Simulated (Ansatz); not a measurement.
# MgTe (F-43m) in Ansatz: a series of runs

Runs on MgTe. Level: HSE06. Tasks: band structure, single point, equation of state.

All numbers are computed with Ansatz 0.2.0; they aren't measurements. Logs are shortened: lines on timing, memory, paths and dates and some standing lists are left out, and cuts for length are marked.

## 1. The crystal as given

The structure is cubic, space group F-43m (No. 216). The conventional cell has a = 6.464 Å, b = 6.464 Å, c = 6.464 Å, α = 90.00°, β = 90.00°, γ = 90.00°. Around Te (site symmetry -43m) lie 4 Mg at 2.80 Å. Mg (site symmetry -43m) has 4 Te at 2.80 Å as nearest neighbours.

The cell comes from a database or a generator and needn't be the stable form of this composition.

## 2. Band structure, HSE06

File input:

```
crystal:
  lattice:
    - [0.0, 3.2319988239, 3.2319988239]
    - [3.2319988239, 0.0, 3.2319988239]
    - [3.2319988239, 3.2319988239, 0.0]
  atoms:
    - { symbol: Te, position: [0.25, 0.25, 0.25] }
    - { symbol: Mg, position: [0.0, 0.0, 0.0] }
hamiltonian:
  xc: hse06
  pseudopotentials: { kind: paw }
kpoints:
  mp_grid: { grid: [6, 6, 6] }
  band_path:
    path:
      - [[0.0, 0.0, 0.0], [0.5, 0.0, 0.5], [0.5, 0.25, 0.75], [0.375, 0.375, 0.75], [0.0, 0.0, 0.0], [0.5, 0.5, 0.5], [0.625, 0.25, 0.625], [0.5, 0.25, 0.75], [0.5, 0.5, 0.5], [0.375, 0.375, 0.75]]
      - [[0.625, 0.25, 0.625], [0.5, 0.0, 0.5]]
    npoints: 4
scf:
  occupations: { method: fermi_dirac, width: 0.05 }
  n_extra_bands: 6
output:
  forces: true
  stress: true
  eigenvalues: true
  fatbands: false
```

Potentials or basis: Ansatz PAW.

The program printed:

```text
[... 2 lines left out ...]
scf.n_extra_bands = 6 over 13 filled bands (N_el = 26.0): the run solves 19 bands
GPUs: using 1 of 1 available (devices: 1).
Engine: ansatz 0.2.0, x86_64-unknown-linux-gnu
Pseudopotentials: kind: paw
Pseudopotential: Te, paw, valence charge 16, recommended cutoff 420 eV (normal), Te.paw.azcp
Pseudopotential: Mg, paw, valence charge 10, recommended cutoff 420 eV (normal), Mg.paw.azcp
Functional definition: HSE06
  parameter a = 0.25
  parameter omega = 0.11/bohr
  exchange = pbe_x - a*pbe_x_sr(omega) + a*exact_x_sr(omega)
  correlation = pbe_c
device memory: the entry about to start is reckoned to put 0.6 GiB on a device that reports 70.9 GiB free (of which the cap on the GPU budget leaves the run 18.0 GiB)
GPU FFT provider: cuFFT
GPU libraries: cuBLAS 13.8.2, cuFFT 12.4.0, cuSOLVER 12.3.4
Crystal: 2 atoms, lattice volume = 67.522 Å³
Basis set: ecut = 420 eV, 1363 PW (Γ), exchange–correlation on 64×64×64 points (8 copies of the dense FFT grid, shifted against one another)
Bands: 19, of which v1, the nominal top of the filled ones, is band 13 counted from 1 (12 counted from 0)
Symmetry: 24 space group operations
Space group: F-43m (ITA 216), of the structure as read, at distance tolerance 4.1e-5 Å
k-points: 16 of 216 (time reversal used)
Non-local potential: Te, projectors of the file, l = 0: 2, l = 1: 2, l = 2: 2, l = 3: 2
Non-local potential: Mg, projectors of the file, l = 0: 3, l = 1: 2, l = 2: 1
PAW form: soft (Blöchl's): semilocal exchange-correlation on the pseudo side does not see the compensation charge
PAW frozen core: Te, regenerated for the run's functional, and the local potential with it (the file was generated under x = pbe(κ = 0.804, μ = 0.2195149727645171), c = pbe(β = 0.06672455060314922))
PAW frozen core: Mg, regenerated for the run's functional, and the local potential with it (the file was generated under x = pbe(κ = 0.804, μ = 0.2195149727645171), c = pbe(β = 0.06672455060314922))
PAW one-centre angular grid: Te, 590 points (default); XC on 64 Gauss nodes
PAW one-centre angular grid: Mg, 110 points (default); XC on 96 Gauss nodes
Initial density: superposition of atomic densities (neutral atoms: chi_scale 0, normalization atom), corrected by the library's trained network
Initial wavefunctions: pseudopotential atomic-orbital guess
GPU buffer pool allocated for 32768 grid points (all kernels)
GPU transforms: local potential and band sums: pruned to the plane-wave sphere, on 30×32×32
Functional: x = pbe(κ = 0.804, μ = 0.2195149727645171), c = pbe(β = 0.06672455060314922), warm-up for x = pbe(κ = 0.804, μ = 0.2195149727645171) + 0.25 (exact − pbe) at short range (hse, ω = 0.20786987370883472 Å⁻¹), c = pbe(β = 0.06672455060314922); HSE06 as pw.x's `hse` composes it (authors' and Libxc's form: `xc: wpbeh`)
SCF iter   1: F=—  HF=-8905.519009 eV  |F-HF|=—  |Δ(HF+E_count)|=         —  Δρ=8.79e-4  dr2=1.17e-3  ethr=1.77e-3  ⟨swp⟩=12.5  Hψ=1516  notcnv=0
preconditioner: auto → none  [insulator: Δε(μ)=2.408 eV  Ē_g=10.322 eV  σ=0.050 eV  W_gap=1.00  n_scr=14 (ndim 8)  ℏωp=12.8 eV  f_vac=0.114  D(μ)=0.00/eV (n_scr^D=0)]
iter 2 solved again at ethr=1.86e-7 eV; its pass at ethr=4.49e-6 eV (dr2=4.84e-5 eV) is discarded
SCF iter   2: F=-8905.518867 eV  HF=-8905.518869 eV  |F-HF|=1.53e-6  |Δ(HF+E_count)|=   1.40e-4  Δρ=2.66e-4  dr2=4.90e-5  ethr=1.86e-7  ⟨swp⟩=2.5  Hψ=1454  notcnv=0  defer=1
SCF 1 stopped early in 2 iterations: F = -8905.518867 eV  dr2 = 4.90e-5
device memory: the entry about to start is reckoned to put 1.2 GiB on a device that reports 69.9 GiB free (of which the cap on the GPU budget leaves the run 18.0 GiB)
GPU FFT provider: cuFFT
GPU libraries: cuBLAS 13.8.2, cuFFT 12.4.0, cuSOLVER 12.3.4
Initial density: handed on by an earlier stage of this run
Initial wavefunctions: those handed on with the density
GPU buffer pool allocated for 32768 grid points (all kernels)
GPU transforms: local potential and band sums: pruned to the plane-wave sphere, on 30×32×32
Functional: x = pbe(κ = 0.804, μ = 0.2195149727645171) + 0.25 (exact − pbe) at short range (hse, ω = 0.20786987370883472 Å⁻¹), c = pbe(β = 0.06672455060314922); HSE06 as pw.x's `hse` composes it (authors' and Libxc's form: `xc: wpbeh`)
Exchange kernel: α = 0.2500, screened, ω = 0.2079 Å⁻¹, Wigner–Seitz truncation, v(0) = 1046.8993 eV·Å³, q-mesh 6×6×6, nearest image of the exchange supercell L = 27.42 Å, pair-density grid 18×18×18, without the augmentation charges, whose exchange is taken in its separable form by FFT convolution over the k-point mesh (sized by the pseudopotential files, 25×25×25 at the most), smooth part of the exact exchange by density-matrix convolution in up to 4.29 GiB of GPU memory as planned if the GPU has room (build and FFT work areas not counted)
Frozen-core exchange: fock
SCF iter   1: F=—  HF=-8910.482055 eV  |F-HF|=—  |Δ(HF+E_count)|=         —  Δρ=3.01e-3  dr2=3.83e-3  ethr=1.88e-6  ⟨swp⟩=7.4  Hψ=1417  notcnv=0
preconditioner: auto → none  [insulator: Δε(μ)=3.230 eV  Ē_g=11.606 eV  σ=0.050 eV  W_gap=1.00  n_scr=14 (ndim 8)  ℏωp=12.8 eV  f_vac=0.113  D(μ)=0.00/eV (n_scr^D=0)]
SCF iter   2: F=—  HF=-8910.479945 eV  |F-HF|=—  |Δ(HF+E_count)|=   2.11e-3  Δρ=1.11e-3  dr2=6.48e-4  ethr=1.88e-6  ⟨swp⟩=4.0  Hψ=768  notcnv=0
SCF iter   3: F=—  HF=-8910.482581 eV  |F-HF|=—  |Δ(HF+E_count)|=   2.64e-3  Δρ=5.13e-4  dr2=1.27e-4  ethr=1.47e-6  ⟨swp⟩=4.1  Hψ=628  notcnv=0
SCF iter   4: F=—  HF=-8910.482559 eV  |F-HF|=—  |Δ(HF+E_count)|=   2.19e-5  Δρ=1.22e-4  dr2=9.12e-6  ethr=4.54e-7  ⟨swp⟩=2.6  Hψ=530  notcnv=0
SCF iter   5: F=-8910.482587 eV  HF=-8910.482587 eV  |F-HF|=9.65e-8  |Δ(HF+E_count)|=   2.85e-5  Δρ=3.67e-5  dr2=7.17e-7  ethr=2.37e-8  ⟨swp⟩=4.4  Hψ=931  notcnv=0  defer=1
SCF 2 stopped early in 5 iterations: F = -8910.482587 eV  dr2 = 7.17e-7
hybrid outer 1: dexx = +3.088e-3 eV, tail = 6.52e-5 eV
GPU FFT provider: cuFFT
GPU libraries: cuBLAS 13.8.2, cuFFT 12.4.0, cuSOLVER 12.3.4
GPU buffer pool allocated for 32768 grid points (all kernels)
GPU transforms: local potential and band sums: pruned to the plane-wave sphere, on 30×32×32
Exchange kernel: α = 0.2500, screened, ω = 0.2079 Å⁻¹, Wigner–Seitz truncation, v(0) = 1046.8993 eV·Å³, q-mesh 6×6×6, nearest image of the exchange supercell L = 27.42 Å, pair-density grid 18×18×18, without the augmentation charges, whose exchange is taken in its separable form by FFT convolution over the k-point mesh (sized by the pseudopotential files, 25×25×25 at the most), smooth part of the exact exchange by density-matrix convolution in up to 4.29 GiB of GPU memory as planned if the GPU has room (build and FFT work areas not counted)
Frozen-core exchange: fock
SCF iter   1: F=—  HF=-8910.482597 eV  |F-HF|=—  |Δ(HF+E_count)|=         —  Δρ=2.94e-5  dr2=6.95e-7  ethr=1.25e-6  ⟨swp⟩=3.7  Hψ=635  notcnv=0
preconditioner: auto → none  [insulator: Δε(μ)=3.272 eV  Ē_g=11.603 eV  σ=0.050 eV  W_gap=1.00  n_scr=14 (ndim 8)  ℏωp=12.8 eV  f_vac=0.115  D(μ)=0.00/eV (n_scr^D=0)]
SCF iter   2: F=—  HF=-8910.482596 eV  |F-HF|=—  |Δ(HF+E_count)|=   2.40e-7  Δρ=9.45e-6  dr2=5.49e-8  ethr=2.60e-9  ⟨swp⟩=3.8  Hψ=728  notcnv=0
SCF iter   3: F=-8910.482596 eV  HF=-8910.482596 eV  |F-HF|=9.60e-10  |Δ(HF+E_count)|=   2.54e-9  Δρ=2.63e-6  dr2=1.12e-8  ethr=1.43e-10  ⟨swp⟩=3.9  Hψ=758  notcnv=0  defer=2
SCF 3 converged in 3 iterations: F = -8910.482596 eV  dr2 = 1.12e-8
  Residual-converged pass: ⟨swp⟩=3.1  Hψ=660  notcnv=0  max |occ|·‖R‖ = 2.2e-6 eV (tolerance 2.4e-6 eV)  dr2=1.12e-8  dr2_onsite=1.30e-10  max |Δocc| = 1.3e-22
hybrid outer 2: dexx = +1.062e-7 eV, tail = 3.57e-8 eV, Δε = 2.93e-3 eV (about 2.00e-4 eV left of the loop's levels)
device memory: the entry about to start is reckoned to put 0.5 GiB on a device that reports 64.3 GiB free (of which the cap on the GPU budget leaves the run 18.0 GiB)
NSCF: frozen V_eff on 42 k-points, pencils in batches of 32, up to order 84
hybrid SCF converged: 2 outer / 8 inner (+2 warm-up), last move |dexx| = 1.06e-7 eV, tail = 3.57e-8 eV
Stability not checked: this state was not tested for a lower state beside it, because the functional holds exact exchange (a hybrid, or Hartree-Fock), whose exchange loop this test does not read (fock_operator; see scf.lower_state_search)
Free energy (F): -8910.482596 eV
Frozen-core exchange: fock
Harris-Foulkes:  -8910.482596 eV  (|F-HF|=9.60e-10)
Internal energy: -8910.482596 eV  (E = F + TS)
E sigma→0 (E₀):  -8910.482596 eV
Fermi energy:    5.437891 eV
--- Per-component energies (eV) ---
  E_band       = -736.065887
  E_kinetic    = 256.243192
  E_local      = -3309.685012  (includes V_loc(G=0)·N_el)
  E_nonlocal   = -216.186907
  E_hartree    = 1577.058465
  E_xc         = -123.964973
  E_vxc        = -114.171260  (∫ρ·V_xc dr)
  E_exx        = -96.630736  (= α·E_x^exact, valence–valence)
  E_paw        = -4893.256593  (= ΣΔE_a)
  E_vpaw       = -313.121623  (= ΣTr[D̂ρ^β])
  E_aug_tail   = -0.000216  (compensation charges beyond the density's cutoff)
  E_ewald      = -2103.844226
  E_core_change = -0.215590  (= ΣΔE_core)
  E_smearing   = -0.000000  (= −TS)
  E_closure    = -0.000001  (closes the sum)
  Σ components = -8910.482596   (vs F -8910.482596, Δ=0.00e0)
--- Forces (eV/Å), atoms counted from 1 ---
  atom   1  Te     0.00000000    -0.00000000     0.00000000
  atom   2  Mg     0.00000000    -0.00000000    -0.00000000
  max |Σ_I F_I| component: 1.68e-16 eV/Å
--- Stress (GPa, compression-positive) ---
       -0.002537       0.000000      -0.000000
        0.000000      -0.002537       0.000000
       -0.000000       0.000000      -0.002537
  P = ⅓ Tr σ = -0.0025 GPa (-0.025 kbar)
--- Band table (eV; the first three rows and the last of 16) ---
  k-point 0: bands = ["-76.3774", "-41.2681", "-41.2681", "-41.2681", "-33.5270", "-33.5270", "-33.5270", "-33.5181", "-33.5181", "-7.3752", "3.7639", "3.7639", "3.7639", "7.0355", "10.1421", "10.1421", "10.1421", "13.4152", "13.4152"]
  k-point 1: bands = ["-76.3774", "-41.2682", "-41.2682", "-41.2682", "-33.5270", "-33.5269", "-33.5269", "-33.5180", "-33.5180", "-7.2273", "2.5364", "3.6368", "3.6368", "7.9227", "10.1756", "10.4161", "10.4161", "12.7361", "12.7361"]
  k-point 2: bands = ["-76.3774", "-41.2685", "-41.2682", "-41.2682", "-33.5270", "-33.5267", "-33.5267", "-33.5179", "-33.5179", "-6.8926", "0.9380", "3.4117", "3.4117", "7.9790", "10.3716", "10.3716", "11.6009", "13.4451", "13.4451"]
  k-point 15: bands = ["-76.3774", "-41.2685", "-41.2684", "-41.2684", "-33.5273", "-33.5266", "-33.5263", "-33.5180", "-33.5177", "-6.4620", "0.7247", "1.9591", "2.2820", "8.4423", "9.3712", "11.8719", "12.2771", "14.6869", "15.9684"]
```

Wall time 55 s (1 × NVIDIA H100 80GB HBM3 with 2 threads of AMD EPYC 7R13 (Zen 3), shared host); peak memory 2.5 GiB.

Results:

| Item | Value |
| --- | --- |
| Free energy | -8910.4826 eV |
| Pressure | 0.0 GPa |
| Band gap on the k mesh | 3.27 eV, direct |
| Band gap along the path | 3.27 eV, direct |

Levels at the corners of the path, in eV from the valence-band top:
```csv
point,band 9,band 10,band 11,band 12,band 13,band 14,band 15,band 16,band 17,band 18
Γ,-37.28,-11.14,0.00,0.00,0.00,3.27,6.38,6.38,6.38,9.65
X,-37.28,-10.23,-3.30,-1.28,-1.28,3.57,4.34,10.78,10.78,11.00
W,-37.28,-10.22,-2.90,-2.02,-1.54,5.35,6.62,7.16,7.28,10.97
K,-37.28,-10.25,-3.02,-2.08,-1.03,4.22,6.10,8.94,8.97,9.21
Γ,-37.28,-11.14,0.00,0.00,0.00,3.27,6.38,6.38,6.38,9.65
L,-37.28,-10.46,-3.49,-0.45,-0.45,4.06,6.41,6.41,8.26,10.81
U,-37.28,-10.25,-3.02,-2.08,-1.03,4.22,6.10,8.94,8.97,9.21
W,-37.28,-10.22,-2.90,-2.02,-1.54,5.35,6.62,7.16,7.28,10.97
L,-37.28,-10.46,-3.49,-0.45,-0.45,4.06,6.41,6.41,8.26,10.81
K,-37.28,-10.25,-3.02,-2.08,-1.03,4.22,6.10,8.94,8.97,9.21
U,-37.28,-10.25,-3.02,-2.08,-1.03,4.22,6.10,8.94,8.97,9.21
X,-37.28,-10.23,-3.30,-1.28,-1.28,3.57,4.34,10.78,10.78,11.00
```

Caveat: spin-orbit coupling is left out, which moves the levels of the heavy elements; the PAW data sets come from PBE, with cores solved anew for the run's functional, which leaves a small shift of forces and pressure; the thresholds are loose for stress.

## 3. Single point, HSE06, 31.74 Å³/atom (volume scaled by 0.94)

File input:

```
crystal:
  lattice:
    - [0.0, 3.1660211513, 3.1660211513]
    - [3.1660211513, 0.0, 3.1660211513]
    - [3.1660211513, 3.1660211513, 0.0]
  atoms:
    - { symbol: Te, position: [0.25, 0.25, 0.25] }
    - { symbol: Mg, position: [0.0, 0.0, 0.0] }
hamiltonian:
  xc: hse06
  pseudopotentials: { kind: paw }
kpoints:
  mp_grid: { grid: [4, 4, 4] }
scf:
  occupations: { method: fermi_dirac, width: 0.05 }
output:
  forces: true
  stress: true
  eigenvalues: true
```

Potentials or basis: Ansatz PAW.

Run time: 7 s. Hardware: 1 × NVIDIA H100 80GB HBM3 with 2 threads of AMD EPYC 7R13 (Zen 3), shared host; peak memory 1.4 GiB.

The run converged. Its results:

* Free energy: -8910.4256 eV
* Pressure: 2.7 GPa
* Band gap on the k mesh: 3.48 eV, indirect (least direct gap 3.59 eV)

Caveat: the k mesh is coarse (spacing up to 0.43 Å⁻¹), so the values aren't converged, least of all with exact exchange; spin-orbit coupling is left out, which moves the levels of the heavy elements; the PAW data sets come from PBE, with cores solved anew for the run's functional, which leaves a small shift of forces and pressure; the thresholds are loose for stress.

## 4. Single point, HSE06, 32.41 Å³/atom (volume scaled by 0.96)

input: that of step 3 with these lines changed.

```diff
@@ -2,5 +2,5 @@
   lattice:
-    - [0.0, 3.1660211513, 3.1660211513]
-    - [3.1660211513, 0.0, 3.1660211513]
-    - [3.1660211513, 3.1660211513, 0.0]
+    - [0.0, 3.1883178095, 3.1883178095]
+    - [3.1883178095, 0.0, 3.1883178095]
+    - [3.1883178095, 3.1883178095, 0.0]
   atoms:
@@ -19 +19,5 @@
   eigenvalues: true
+  write_density: true
+  write_potential: true
+  elf: true
+  volumetric_format: npy
```

It took 6.7 s on 1 × NVIDIA H100 80GB HBM3 with 2 threads of AMD EPYC 7R13 (Zen 3), shared host; peak memory 1.5 GiB.

The run converged. Its results:

- Free energy: -8910.4445 eV
- Pressure: 1.8 GPa
- Band gap on the k mesh: 3.48 eV, direct

Caveat: the k mesh is coarse (spacing up to 0.43 Å⁻¹), so the values aren't converged, least of all with exact exchange; spin-orbit coupling is left out, which moves the levels of the heavy elements; the PAW data sets come from PBE, with cores solved anew for the run's functional, which leaves a small shift of forces and pressure; the thresholds are loose for stress.

## 5. Single point, HSE06, 33.09 Å³/atom (volume scaled by 0.98)

File input:

```
crystal:
  lattice:
    - [0.0, 3.210306903, 3.210306903]
    - [3.210306903, 0.0, 3.210306903]
    - [3.210306903, 3.210306903, 0.0]
  atoms:
    - { symbol: Te, position: [0.25, 0.25, 0.25] }
    - { symbol: Mg, position: [0.0, 0.0, 0.0] }
hamiltonian:
  xc: hse06
  pseudopotentials: { kind: paw }
kpoints:
  mp_grid: { grid: [4, 4, 4] }
scf:
  occupations: { method: fermi_dirac, width: 0.05 }
output:
  forces: true
  stress: true
  eigenvalues: true
```

Wall time 5.7 s (1 × NVIDIA H100 80GB HBM3 with 2 threads of AMD EPYC 7R13 (Zen 3), shared host); peak memory 1.5 GiB.

It converged, with:

- Free energy: -8910.4556 eV
- Pressure: 0.9 GPa
- Band gap on the k mesh: 3.38 eV, direct

Caveat: the k mesh is coarse (spacing up to 0.42 Å⁻¹), so the values aren't converged, least of all with exact exchange; spin-orbit coupling is left out, which moves the levels of the heavy elements; the PAW data sets come from PBE, with cores solved anew for the run's functional, which leaves a small shift of forces and pressure; the thresholds are loose for stress.

## 6. Single point, HSE06, 33.76 Å³/atom

input: that of step 5 with these lines changed.

```diff
@@ -2,5 +2,5 @@
   lattice:
-    - [0.0, 3.210306903, 3.210306903]
-    - [3.210306903, 0.0, 3.210306903]
-    - [3.210306903, 3.210306903, 0.0]
+    - [0.0, 3.2319988239, 3.2319988239]
+    - [3.2319988239, 0.0, 3.2319988239]
+    - [3.2319988239, 3.2319988239, 0.0]
   atoms:
```

Potentials or basis: Ansatz PAW.

Run time: 5.7 s. Hardware: 1 × NVIDIA H100 80GB HBM3 with 2 threads of AMD EPYC 7R13 (Zen 3), shared host; peak memory 1.5 GiB.

The run converged. Its results:

| Quantity | Value |
| --- | --- |
| Free energy | -8910.4598 eV |
| Pressure | 0.1 GPa |
| Band gap on the k mesh | 3.28 eV, direct |

Caveat: the k mesh is coarse (spacing up to 0.42 Å⁻¹), so the values aren't converged, least of all with exact exchange; spin-orbit coupling is left out, which moves the levels of the heavy elements; the PAW data sets come from PBE, with cores solved anew for the run's functional, which leaves a small shift of forces and pressure; the thresholds are loose for stress.

## 7. Single point, HSE06, 34.44 Å³/atom (volume scaled by 1.02)

input: that of step 6 with these lines changed.

```diff
@@ -2,5 +2,5 @@
   lattice:
-    - [0.0, 3.2319988239, 3.2319988239]
-    - [3.2319988239, 0.0, 3.2319988239]
-    - [3.2319988239, 3.2319988239, 0.0]
+    - [0.0, 3.2534034134, 3.2534034134]
+    - [3.2534034134, 0.0, 3.2534034134]
+    - [3.2534034134, 3.2534034134, 0.0]
   atoms:
```

It took 5.8 s on 1 × NVIDIA H100 80GB HBM3 with 2 threads of AMD EPYC 7R13 (Zen 3), shared host; peak memory 1.5 GiB.

It converged, with:

- Free energy: -8910.4576 eV
- Pressure: -0.6 GPa
- Band gap on the k mesh: 3.19 eV, direct

Caveat: spin-orbit coupling is left out, which moves the levels of the heavy elements; the PAW data sets come from PBE, with cores solved anew for the run's functional, which leaves a small shift of forces and pressure; the thresholds are loose for stress.

## 8. Single point, HSE06, 35.11 Å³/atom (volume scaled by 1.04)

input: that of step 7 with these lines changed.

```diff
@@ -2,5 +2,5 @@
   lattice:
-    - [0.0, 3.2534034134, 3.2534034134]
-    - [3.2534034134, 0.0, 3.2534034134]
-    - [3.2534034134, 3.2534034134, 0.0]
+    - [0.0, 3.2745300016, 3.2745300016]
+    - [3.2745300016, 0.0, 3.2745300016]
+    - [3.2745300016, 3.2745300016, 0.0]
   atoms:
```

It took 7.1 s on 1 × NVIDIA H100 80GB HBM3 with 2 threads of AMD EPYC 7R13 (Zen 3), shared host; peak memory 1.5 GiB.

It converged, with:

```yaml
Free_energy: -8910.4497 eV
Pressure: -1.3 GPa
Band_gap_on_the_k_mesh: 3.09 eV, direct
```

Caveat: spin-orbit coupling is left out, which moves the levels of the heavy elements; the PAW data sets come from PBE, with cores solved anew for the run's functional, which leaves a small shift of forces and pressure; the thresholds are loose for stress.

## 9. Single point, HSE06, 35.79 Å³/atom (volume scaled by 1.06)

input: that of step 8 with these lines changed.

```diff
@@ -2,5 +2,5 @@
   lattice:
-    - [0.0, 3.2745300016, 3.2745300016]
-    - [3.2745300016, 0.0, 3.2745300016]
-    - [3.2745300016, 3.2745300016, 0.0]
+    - [0.0, 3.2953874429, 3.2953874429]
+    - [3.2953874429, 0.0, 3.2953874429]
+    - [3.2953874429, 3.2953874429, 0.0]
   atoms:
@@ -19 +19,5 @@
   eigenvalues: true
+  write_density: true
+  write_potential: true
+  elf: true
+  volumetric_format: npy
```

Potentials or basis: Ansatz PAW.

Run time: 7.4 s. Hardware: 1 × NVIDIA H100 80GB HBM3 with 2 threads of AMD EPYC 7R13 (Zen 3), shared host; peak memory 1.5 GiB.

The run converged. Its results:

```yaml
Free_energy: -8910.4367 eV
Pressure: -1.8 GPa
Band_gap_on_the_k_mesh: 3.00 eV, direct
```

Caveat: spin-orbit coupling is left out, which moves the levels of the heavy elements; the PAW data sets come from PBE, with cores solved anew for the run's functional, which leaves a small shift of forces and pressure; the thresholds are loose for stress.

## 10. Equation of state, HSE06

No new run: the results of the series are fitted here.

What came out:

- Equilibrium volume: 33.85 Å³/atom
- Bulk modulus: 37 GPa
- Pressure derivative of the bulk modulus: 4.1

Energy against volume, from the lowest point:
```csv
volume (Å³/atom),energy (meV/atom)
31.735,17.08
32.410,7.63
33.086,2.07
33.761,0.00
34.436,1.08
35.111,5.03
35.787,11.54
```

Caveat: the k mesh is coarse (spacing up to 0.42 Å⁻¹), so the values aren't converged, least of all with exact exchange; the PAW data sets were made with another functional, which shifts forces and pressure a little.
